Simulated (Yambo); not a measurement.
# AlN (P6_3mc) in Yambo: a series of runs, part 2 of 2

Yambo 5.3.0. The steps go on from the part before.

### 3 Hartree-Fock levels, PBE

Input file hf1.in:

```
rim_cut
HF_and_locXC
RandQpts= 1000000
RandGvec= 50 RL
EXXRLvcs= 84 Ry
VXCRLvcs= 84 Ry
% QPkrange
 1 | 24 | 6 | 10 |
%
```

Input file scf.in:

```
&CONTROL
  calculation = 'scf'
  prefix = 'pwscf'
  outdir = './tmp'
  pseudo_dir = './pseudo'
/
&SYSTEM
  ibrav = 0
  nat = 4
  ntyp = 2
  ecutwfc = 84
  nbnd = 14
  occupations = 'smearing'
  smearing = 'fd'
  degauss = 0.00367493
  force_symmorphic = .true.
/
&ELECTRONS
  conv_thr = 8d-10
  electron_maxstep = 120
  mixing_beta = 0.5
/
ATOMIC_SPECIES
Al    26.9815 Al.upf
N     14.0070 N.upf
CELL_PARAMETERS angstrom
   3.1130000000    0.0000000000    0.0000000000
  -1.5565000000    2.6959370820    0.0000000000
   0.0000000000    0.0000000000    4.9810000000
ATOMIC_POSITIONS crystal
Al     0.6666666667    0.3333333333    0.5000000000
Al     0.3333333333    0.6666666667    0.0000000000
N      0.6666666667    0.3333333333    0.8800000000
N      0.3333333333    0.6666666667    0.3800000000
K_POINTS automatic
12 12 6 0 0 0
```

Input file nscf.in:

```
&CONTROL
  calculation = 'nscf'
  prefix = 'pwscf'
  outdir = './tmp'
  pseudo_dir = './pseudo'
/
&SYSTEM
  ibrav = 0
  nat = 4
  ntyp = 2
  ecutwfc = 84
  nbnd = 208
  occupations = 'fixed'
  force_symmorphic = .true.
/
&ELECTRONS
  conv_thr = 1d-08
  diago_full_acc = .true.
  diago_thr_init = 1d-06
/
ATOMIC_SPECIES
Al    26.9815 Al.upf
N     14.0070 N.upf
CELL_PARAMETERS angstrom
   3.1130000000    0.0000000000    0.0000000000
  -1.5565000000    2.6959370820    0.0000000000
   0.0000000000    0.0000000000    4.9810000000
ATOMIC_POSITIONS crystal
Al     0.6666666667    0.3333333333    0.5000000000
Al     0.3333333333    0.6666666667    0.0000000000
N      0.6666666667    0.3333333333    0.8800000000
N      0.3333333333    0.6666666667    0.3800000000
K_POINTS automatic
6 6 4 0 0 0
```

Potentials or basis: PseudoDojo 0.4.1 SR PBE standard.

Run with:

```
$ OMP_NUM_THREADS=1 pw.x -in scf.in > scf.out
$ OMP_NUM_THREADS=1 pw.x -in nscf.in > nscf.out
$ cd tmp/pwscf.save; p2y; mv SAVE ../..; cd ../..
$ OMP_NUM_THREADS=1 yambo
$ mkdir -p hf1; ln -s $PWD/g0w00/ndb.RIM hf1/
$ OMP_NUM_THREADS=1 yambo -F hf1.in -J hf1 -C hf1_out
```

Yambo's report:

```text
[... sections 02.01 to 02.04 as in the set-up run ...]

[... 5 lines left out ...]
  [X] Bosonic    Temperature                        :  0.000000  0.000000 [eV K]
  [X] Finite Temperature mode                       : no
  [X] El. density                                   :  0.38275E+24 [cm-3]
  [X] Fermi Level                                   :  7.105999 [eV]

  [X] === Gaps and Widths ===
  [X] Conduction Band Min                           :  4.220893 [eV]
  [X] Valence Band Max                              :  0.000000 [eV]
  [X] Filled Bands                                  :   8
  [X] Empty Bands                                   :    9  208
  [X] Direct Gap                                    :  4.220893 [eV]
  [X] Direct Gap localized at k                     :  1
  [X] Indirect Gap                                  :  4.220893 [eV]
  [X] Indirect Gap between kpts                     :  1  1
  [X] Last valence band width                       :  2.371041 [eV]
  [X] 1st conduction band width                     :  3.218395 [eV]

 [03] Transferred momenta grid and indexing
[... 91 lines left out ...]
 <9|nlXC|9> = -8.105260  0.46429E-18 <9|lXC|9> = -12.51081 -0.67106E-19
 <10|nlXC|10> = -5.842567 -0.29519E-18 <10|lXC|10> = -10.82675 -0.47208E-16
[... 155 lines left out ...]
  Corrections @ K [24] :  [eV]
 <6|nlXC|6> = -19.74326  0.40722E-17 <6|lXC|6> = -15.02830 -0.37763E-15
 <7|nlXC|7> = -19.82193 -0.17026E-18 <7|lXC|7> = -15.28713 -0.47204E-16
 <8|nlXC|8> = -20.46722  0.35030E-17 <8|lXC|8> = -16.19419 -0.37763E-15
 <9|nlXC|9> = -5.608476  0.18565E-19 <9|lXC|9> = -10.29025 -0.47211E-16
 <10|nlXC|10> = -6.260523 -0.87621E-19 <10|lXC|10> = -11.37127 -0.23612E-15

  [05.01] Hartree-Fock occupations report
  =======================================

  [Hartree-Fock] === General ===
  [Hartree-Fock] Electronic Temperature             :  0.000000  0.000000 [eV K]
  [Hartree-Fock] Bosonic    Temperature             :  0.000000  0.000000 [eV K]
  [Hartree-Fock] Finite Temperature mode            : no
  [Hartree-Fock] El. density                        :  0.38275E+24 [cm-3]
  [Hartree-Fock] Fermi Level                        :  7.105999 [eV]

  [Hartree-Fock] === Gaps and Widths ===
  [Hartree-Fock] Conduction Band Min                :  8.626440 [eV]
  [Hartree-Fock] Valence Band Max                   : -3.928591 [eV]
  [Hartree-Fock] Filled Bands                       :   8
  [Hartree-Fock] Empty Bands                        :    9  208
  [Hartree-Fock] Direct Gap                         :  12.55503 [eV]
  [Hartree-Fock] Direct Gap localized at k          :  1
  [Hartree-Fock] Indirect Gap                       :  12.55503 [eV]
  [Hartree-Fock] Indirect Gap between kpts          :  1  1
  [Hartree-Fock] Last valence band width            :  3.199935 [eV]
  [Hartree-Fock] 1st conduction band width          :  4.094616 [eV]
```

Wall time 4.2 min (1 thread of Arm Neoverse V2, shared host); peak memory 0.29 GiB.

Results:

```
Band gap on the k mesh, mean-field level          : 4.22 eV, direct
Quasiparticle gap                                 : 12.56 eV
Least direct quasiparticle gap                    : 12.56 eV
Quasiparticle gap at Γ                            : 12.56 eV
Band gap of the same states before the correction : 4.22 eV
```

Quasiparticle terms (eV):
| k point | band | Kohn-Sham level | Vxc | Σx | Σc | Z | result |
| --- | --- | --- | --- | --- | --- | --- | --- |
| (0.000, 0.000, 0.000) | 6 | -0.18 | -16.96 | -20.96 | - | - | -4.18 |
| (0.000, 0.000, 0.000) | 7 | -0.18 | -16.96 | -20.96 | - | - | -4.18 |
| (0.000, 0.000, 0.000) | 8 | 0.00 | -17.07 | -21.00 | - | - | -3.93 |
| (0.000, 0.000, 0.000) | 9 | 4.22 | -12.51 | -8.11 | - | - | 8.63 |
| (0.000, 0.000, 0.000) | 10 | 6.68 | -10.83 | -5.84 | - | - | 11.66 |
| (0.000, 0.000, 0.250) | 6 | -0.74 | -16.53 | -20.79 | - | - | -5.01 |
| (0.000, 0.000, 0.250) | 7 | -0.28 | -16.88 | -20.93 | - | - | -4.33 |
| (0.000, 0.000, 0.250) | 8 | -0.28 | -16.88 | -20.93 | - | - | -4.33 |
| (0.000, 0.000, 0.250) | 9 | 5.17 | -13.18 | -8.60 | - | - | 9.75 |
| (0.000, 0.000, 0.250) | 10 | 6.79 | -11.28 | -6.24 | - | - | 11.83 |
| (0.000, 0.000, -0.500) | 6 | -0.52 | -16.70 | -20.87 | - | - | -4.68 |
| (0.000, 0.000, -0.500) | 7 | -0.51 | -16.70 | -20.86 | - | - | -4.68 |
| (0.000, 0.000, -0.500) | 8 | -0.51 | -16.70 | -20.86 | - | - | -4.68 |
| (0.000, 0.000, -0.500) | 9 | 6.47 | -12.79 | -7.75 | - | - | 11.51 |
| (0.000, 0.000, -0.500) | 10 | 6.47 | -12.79 | -7.75 | - | - | 11.51 |
| (0.000, 0.167, 0.000) | 6 | -1.22 | -16.04 | -20.48 | - | - | -5.66 |
| (0.000, 0.167, 0.000) | 7 | -0.26 | -16.93 | -20.98 | - | - | -4.31 |
| (0.000, 0.167, 0.000) | 8 | -0.17 | -16.92 | -20.92 | - | - | -4.18 |
| (0.000, 0.167, 0.000) | 9 | 5.50 | -13.28 | -8.61 | - | - | 10.17 |
| (0.000, 0.167, 0.000) | 10 | 7.73 | -11.22 | -5.98 | - | - | 12.97 |

### 4 G0W0 quasiparticle levels, PBE

Input file g0w05.in:

```
gw0
dyson
el_el_corr
rim_cut
HF_and_locXC
ppa
em1d
RandQpts= 1000000
RandGvec= 50 RL
EXXRLvcs= 25 Ry
VXCRLvcs= 25 Ry
Chimod= "HARTREE"
% BndsRnXp
 1 | 208 |
%
NGsBlkXp= 15 Ry
% LongDrXp
 1 | 1 | 1 |
%
PPAPntXp= 27.21138 eV
% GbndRnge
 1 | 208 |
%
GTermKind= "BG"
DysSolver= "n"
ExtendOut
% QPkrange
 1 | 1 | 8 | 9 |
%
```

scf.in is that of step 3.

nscf.in is that of step 3.

Potentials or basis: PseudoDojo 0.4.1 SR PBE standard.

Run with:

```
$ OMP_NUM_THREADS=1 pw.x -in scf.in > scf.out
$ OMP_NUM_THREADS=1 pw.x -in nscf.in > nscf.out
$ cd tmp/pwscf.save; p2y; mv SAVE ../..; cd ../..
$ OMP_NUM_THREADS=1 yambo
$ mkdir -p g0w05; ln -s $PWD/g0w00/ndb.pp* g0w05/
$ mkdir -p g0w05; ln -s $PWD/g0w00/ndb.RIM g0w05/
$ OMP_NUM_THREADS=1 yambo -F g0w05.in -J g0w05 -C g0w05_out
```

Yambo's report:

```text
[... sections 02.01 to 02.04 as in the set-up run ...]

[... 5 lines left out ...]
  [X] Bosonic    Temperature                        :  0.000000  0.000000 [eV K]
  [X] Finite Temperature mode                       : no
  [X] El. density                                   :  0.38275E+24 [cm-3]
  [X] Fermi Level                                   :  7.105999 [eV]

  [X] === Gaps and Widths ===
  [X] Conduction Band Min                           :  4.220893 [eV]
  [X] Valence Band Max                              :  0.000000 [eV]
  [X] Filled Bands                                  :   8
  [X] Empty Bands                                   :    9  208
  [X] Direct Gap                                    :  4.220893 [eV]
  [X] Direct Gap localized at k                     :  1
  [X] Indirect Gap                                  :  4.220893 [eV]
  [X] Indirect Gap between kpts                     :  1  1
  [X] Last valence band width                       :  2.371041 [eV]
  [X] 1st conduction band width                     :  3.218395 [eV]

 [03] Transferred momenta grid and indexing
 ==========================================

 IBZ Q-points                                      :  24
 BZ  Q-points                                      :  144

 K/Q-points units:
 rlu = crystal or reduced units; cc = cartesian coordinates; iku = interal k-units

 Q [ 1]         [rlu]:  0.000000  0.000000  0.000000
 Q [ 2]         [rlu]:  0.000000  0.000000  0.250000
 Q [ 3]         [rlu]:  0.000000  0.000000 -0.500000
 Q [ 4]         [rlu]: -0.20411E-19  0.16667       0.0000
 Q [ 5]         [rlu]: -0.20411E-19  0.16667      0.25000
 Q [ 6]         [rlu]: -0.20411E-19  0.16667     -0.50000
 Q [ 7]         [rlu]: -0.40821E-19  0.33333       0.0000
 Q [ 8]         [rlu]: -0.40821E-19  0.33333      0.25000
 Q [ 9]         [rlu]: -0.40821E-19  0.33333     -0.50000
 Q [10]         [rlu]:  0.61232E-19 -0.50000       0.0000
 Q [11]         [rlu]:  0.61232E-19 -0.50000      0.25000
 Q [12]         [rlu]:  0.61232E-19 -0.50000     -0.50000
 Q [13]         [rlu]:  0.166667  0.166667  0.000000
 Q [14]         [rlu]:  0.166667  0.166667  0.250000
 Q [15]         [rlu]:  0.166667  0.166667 -0.500000
 Q [16]         [rlu]:  0.166667  0.333333  0.000000
 Q [17]         [rlu]:  0.166667  0.333333  0.250000
 Q [18]         [rlu]:  0.166667  0.333333 -0.500000
 Q [19]         [rlu]:  0.333333  0.333333  0.000000
 Q [20]         [rlu]:  0.333333  0.333333  0.250000
 Q [21]         [rlu]:  0.333333  0.333333 -0.500000
 Q [22]         [rlu]:  0.20411E-19 -0.16667      0.25000
[... 113 lines left out ...]
   :: Mean rel dev of PP cond     :  0.286038
   Current Q-pt index             :   4
[... 69 lines left out ...]
   :: Time ordering fails/rest    :  0.499664
   :: Mean rel dev of PP cond     :  0.283691
   Current Q-pt index             :  22
   :: PP condition fails/total    :  0.292592
   :: Time ordering fails/rest    :  0.499897
   :: Mean rel dev of PP cond     :  0.292592
   Current Q-pt index             :  23
   :: PP condition fails/total    :  0.296373
   :: Time ordering fails/rest    :  0.500072
   :: Mean rel dev of PP cond     :  0.296374
   Current Q-pt index             :  24
   :: PP condition fails/total    :  0.293777
   :: Time ordering fails/rest    :  0.499992
   :: Mean rel dev of PP cond     :  0.293780

  [08.02] QP properties and I/O
  =============================

  Legend (energies in eV)
  - B  : Band       - Eo  : bare energy
  - E  : QP energy  - Z   : Renormalization factor
  - So : Sc(Eo)     - S   : Sc(E)
  - dSp: Sc derivative precision

  - lXC: Local XC (Perdew, Burke & Ernzerhof(X)+Perdew, Burke & Ernzerhof(C))
  -nlXC: non-Local XC (Hartree-Fock)

  QP [eV] @ K [1] (iku):  0.000000  0.000000  0.000000
   B=8 Eo=  0.00 E= -0.95 E-Eo= -0.95 Re(Z)=0.79 Im(Z)=-0.116788E-2 nlXC= -20.9137 lXC= -17.0246 So=  2.68787
   B=9 Eo=  4.22 E=  4.69 E-Eo=  0.47 Re(Z)=0.82 Im(Z)=-0.102010E-2 nlXC= -8.09548 lXC= -12.4931 So= -3.82528

  [WR./g0w05//ndb.QP]-------------------------------------------------------------
   Lattice constants                                :  5.882717  5.094583  9.412726
   Coulomb cutoff potential                         : none
   Electronic Temperature                           :  0.000000 [K]
   Bosonic    Temperature                           :  0.000000 [K]
   Green`s function   energies                      : Perdew, Burke & Ernzerhof(X)+Perdew, Burke & Ernzerhof(C)
   wavefunctions                                    : Perdew, Burke & Ernzerhof(X)+Perdew, Burke & Ernzerhof(C)
   PPA    diel. fun.  energies                      : Perdew, Burke & Ernzerhof(X)+Perdew, Burke & Ernzerhof(C)
   wavefunctions                                    : Perdew, Burke & Ernzerhof(X)+Perdew, Burke & Ernzerhof(C)
   QP tot states                                    :  2
   GW solver                                        : Newton
   GW approximation                                 : PPA
   PPA imaginary Energy                             :  27.21138 ev
   RIM G`s                                          :   55
   RIM random pts                                   :  1000000
   dS/dw steps                                      :  2
   dS/dw step                                       :  0.100000 ev
   X G`s                                            :  299 used
   X G`s                                            :  299 disk
   X bands                                          :    1  208
   X poles                                          :  100.0000 o/o
   X e/h E range                                    : -1.000000 -1.000000 ev
   X Hxc Kernel                                     : HARTREE
   X BZ energy Double Grid                          : no
   X Optical Averaged directions                    : none
   Sc/G bands                                       :    1  208
   Sc/G damping                                     :  0.100000 ev
   Sc bands terminator                              : yes
   Sc terminator kind                               : BG
   Sc Terminator pole                               :  40.81708
   Sx RL components                                 :   615

   QP @ state[ 1 ] K range                          :  1  1
   QP @ state[ 1 ] b range                          :   8   9
   GF energies kind                                 : Perdew, Burke & Ernzerhof(X)+Perdew, Burke & Ernzerhof(C)
   GF WF`s kind                                     : Perdew, Burke & Ernzerhof(X)+Perdew, Burke & Ernzerhof(C)
   Xs energies kind                                 : Perdew, Burke & Ernzerhof(X)+Perdew, Burke & Ernzerhof(C)
   Xs WF`s kind                                     : Perdew, Burke & Ernzerhof(X)+Perdew, Burke & Ernzerhof(C)
```

What came out:

| Item | Value |
| --- | --- |
| Band gap on the k mesh, mean-field level | 4.22 eV, direct |
| Quasiparticle gap | 5.64 eV |
| Least direct quasiparticle gap | 5.64 eV |
| Quasiparticle gap at Γ | 5.64 eV |
| Band gap of the same states before the correction | 4.22 eV |

Quasiparticle terms (eV):
```
              k point  band  Kohn-Sham level     Vxc      Σx     Σc     Z  result
(0.000, 0.000, 0.000)     8             0.00  -17.02  -20.91   2.69  0.79   -0.95
(0.000, 0.000, 0.000)     9             4.22  -12.49   -8.10  -3.83  0.82    4.69
```

Caveat: this version prints the column dSc/dw multiplied by 27.2; the terminator is approximate in this version, by hundredths of an eV.

### 5 Against experiment

Step 3. Against the measured gap of AlN, 6.0343 eV (an exciton energy, a little under the gap; 0 K; quoted in “Structural and optical properties of self-assembled AlN nanowires grown on SiO2/Si substrates by molecular beam epitaxy”, 2024, arxiv:2402.00216), the calculated 12.56 eV is off by +6.52 eV. So large a miss can be the level of theory's own, or it may mean another phase, state or a wrong row. 2 values of this kind are on record (6.034 to 6.0343 eV); this one was drawn at random. The value is that of Hartree-Fock on PBE, without temperature or zero-point motion.
